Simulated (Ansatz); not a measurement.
# ScAl3: properties at the relaxed cell

An exercise on one series of results from a longer session: the logs are not shown, and one member is left open.

Computed with Ansatz 0.2.0 (DFT PBEsol, scalar-relativistic, plane waves, PAW, unless a step's input says otherwise).

1 further run of the same task is left out (set aside as unsound or not needed).

## The starting structure

It takes space group Pm-3m (No. 221, cubic). Conventional cell: a = 4.071 Å, b = 4.071 Å, c = 4.071 Å, α = 90.00°, β = 90.00°, γ = 90.00°. Sc (site symmetry m-3m) is surrounded by 12 Al at 2.88 Å. Al (site symmetry 4/mmm) is surrounded by 4 Sc at 2.88 Å and 8 Al at 2.88 Å.

As a file:

```
Sc Al
1.0
     4.07130    0.00000    0.00000
     0.00000    4.07130    0.00000
     0.00000    0.00000    4.07130
Sc Al
1 3
Cartesian
  0.0000 0.0000 0.0000
  2.0356 0.0000 2.0356
  0.0000 2.0356 2.0356
  2.0356 2.0356 0.0000
```

It goes back to an entry of the Materials Project.

It is the result of an earlier relaxation at this level (volume 16.87 Å³/atom; gap on the mesh: none (metal)).

The first run:

input.yaml

```yaml
crystal:
  lattice:
    - [4.0712986163, 0.0, 0.0]
    - [0.0, 4.0712986163, 0.0]
    - [0.0, 0.0, 4.0712986163]
  atoms:
    - { symbol: Sc, position: [0.0, 0.0, 0.0] }
    - { symbol: Al, position: [0.5, 0.0, 0.5] }
    - { symbol: Al, position: [0.0, 0.5, 0.5] }
    - { symbol: Al, position: [0.5, 0.5, 0.0] }
basis:
  ecutwfc: 420
kpoints:
  mp_grid: { grid: [10, 10, 10] }
  band_path:
    path:
      - [[0.0, 0.0, 0.0], [0.0, 0.5, 0.0], [0.5, 0.5, 0.0], [0.0, 0.0, 0.0], [0.5, 0.5, 0.5], [0.0, 0.5, 0.0]]
      - [[0.5, 0.5, 0.5], [0.5, 0.5, 0.0]]
    npoints: 14
hamiltonian:
  xc: pbesol
scf:
  occupations: { method: gaussian, width: 0.1 }
  n_extra_bands: 10
output:
  forces: true
  stress: true
  eigenvalues: true
  populations: true
  dos: { projected: true, de: 0.02, nscf_kmesh: { grid: [15, 15, 15] } }
  bader: true
```

The run is started by

```
$ ansatz run input.yaml --threads 1 --pin off --max-ram 2560MiB --backend cpu --events-out ev --progress --plain --runs-dir out
```

Among the steps run: Static run: bands, density of states and charges; The cell as listed, for comparison; Volume × 0.97; The cell scaled to 1.03 of its volume; Point at V/V0 = 0.94; The cell scaled to 1.06 of its volume; Volume × 0.91; Point at V/V0 = 1.10; Point at V/V0 = 0.88.

One table of the session follows, with a row left open; its other results are not shown here.

It belongs to the step «Energy against volume». 

```
volume (Å³/atom)  energy above the lowest point (meV/atom)  pressure (GPa)
          14.846                                      85.6           15.13
          15.353                                      45.4           10.44
          15.859                                      19.0            6.41
          16.365                                       4.4            2.95
          16.871                                       0.0           -0.02
          17.377                                       4.3           -2.57
          17.883                                         ?               ?
          18.558                                      41.4           -7.15
```

**Question.** Estimate the row for volume (Å³/atom) = 17.883.

Worked estimate for «energy above the lowest point (meV/atom)». A straight line through the neighbours (17.377, 4.3) and (18.558, 41.4) gives 4.3 + (41.4 − 4.3) × (17.883 − 17.377) / (18.558 − 17.377) = 20.2; a parabola fitted to 3 rows on both sides gives 15.6.

**Answer.** energy above the lowest point (meV/atom): 16.1; pressure (GPa): -4.74. In «energy above the lowest point (meV/atom)» the line misses by +4.1 and the parabola by -0.5.
